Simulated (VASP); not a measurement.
A VASP 6.6.1 single-point calculation on LiH

INCAR

```
SIGMA = 0.02
ISMEAR = -1
MAXMIX = 10
NBANDS = 9
LWAVE = .FALSE.
NELM = 120
NSW = 0
GGA = PE
ENCUT = 520
EDIFF = 1E-7
PREC = Accurate
NELMDL = -12
ISIF = 2
LCHARG = .FALSE.
IBRION = -1
LREAL = .FALSE.
LASPH = .TRUE.
```

KPOINTS

```
KPOINTS created by Atomic Simulation Environment
0
Gamma
10 10 10
0 0 0
```

POSCAR

```
Li H
 1.0000000000000000
     0.0000000000000000    2.0630846862999999    2.0630846862999999
     2.0630846862999999    0.0000000000000000    2.0630846862999999
     2.0630846862999999    2.0630846862999999    0.0000000000000000
 Li  H
   1   1
Cartesian
  0.0000000000000000  0.0000000000000000  0.0000000000000000
  2.0630846862999999  2.0630846862999999  2.0630846862999999
```

The recommended PBE PAW datasets give the neutral cell 4 valence electrons.

Command

```
mpirun -np 1 vasp_std
```

Task: How does this run end, and what does it give?

Result: It converged. Results: gap between bands v and c on the k mesh 3.04 eV; least direct gap on the k mesh 3.04 eV; pressure -3.0 GPa. Band v is the last that the valence electrons fill when counted band by band, and c is the next.

OSZICAR

```
N       E                     dE             d eps       ncg     rms          rms(c)
DAV:   1    -0.166061536432E+01   -0.16606E+01   -0.13425E+03   846   0.407E+02
DAV:   2    -0.627015296976E+01   -0.46095E+01   -0.45849E+01  1160   0.536E+01
DAV:   3    -0.635156220934E+01   -0.81409E-01   -0.81374E-01  1060   0.580E+00
DAV:   4    -0.635204828110E+01   -0.48607E-03   -0.48603E-03  1137   0.397E-01
DAV:   5    -0.635205213128E+01   -0.38502E-05   -0.38502E-05  1017   0.250E-02
DAV:   6    -0.635205218597E+01   -0.54687E-07   -0.54687E-07  1140   0.229E-03
DAV:   7    -0.635205218609E+01   -0.12625E-09   -0.19531E-09  1084   0.138E-04
DAV:   8    -0.635205218615E+01   -0.56559E-10   -0.55397E-12   850   0.862E-06
DAV:   9    -0.635205218616E+01   -0.10346E-10   -0.98502E-13   613   0.227E-06
DAV:  10    -0.635205218614E+01    0.17792E-10   -0.22193E-13   576   0.106E-06
DAV:  11    -0.635205218614E+01   -0.62528E-12   -0.34514E-13   521   0.504E-07
DAV:  12    -0.635205218616E+01   -0.12903E-10   -0.22014E-13   525   0.250E-07    0.283E+00
DAV:  13    -0.617025822588E+01    0.18179E+00   -0.15673E-01   907   0.119E+00    0.141E+00
DAV:  14    -0.611167577305E+01    0.58582E-01   -0.19436E-01   993   0.152E+00    0.220E-01
DAV:  15    -0.611366730968E+01   -0.19915E-02   -0.49679E-03   987   0.448E-01    0.431E-02
DAV:  16    -0.611359889806E+01    0.68412E-04   -0.16689E-04  1044   0.468E-02    0.865E-03
DAV:  17    -0.611359671723E+01    0.21808E-05   -0.75082E-06   916   0.191E-02    0.262E-03
DAV:  18    -0.611359585222E+01    0.86501E-06   -0.23876E-07  1163   0.266E-03    0.661E-04
DAV:  19    -0.611359485245E+01    0.99978E-06   -0.49737E-09   557   0.627E-04    0.543E-04
DAV:  20    -0.611359519289E+01   -0.34045E-06   -0.90797E-09   487   0.419E-04    0.439E-05
DAV:  21    -0.611359522096E+01   -0.28069E-07   -0.45642E-10   473   0.157E-04
   1 F= -.61135952E+01 E0= -.61135952E+01  d E =-.430626E-14
```

For comparison, a separate PBE run of the intended cell, on usual settings and not on those above, gives a gap of 3.04 eV on its mesh and a pressure of -3.0 GPa.
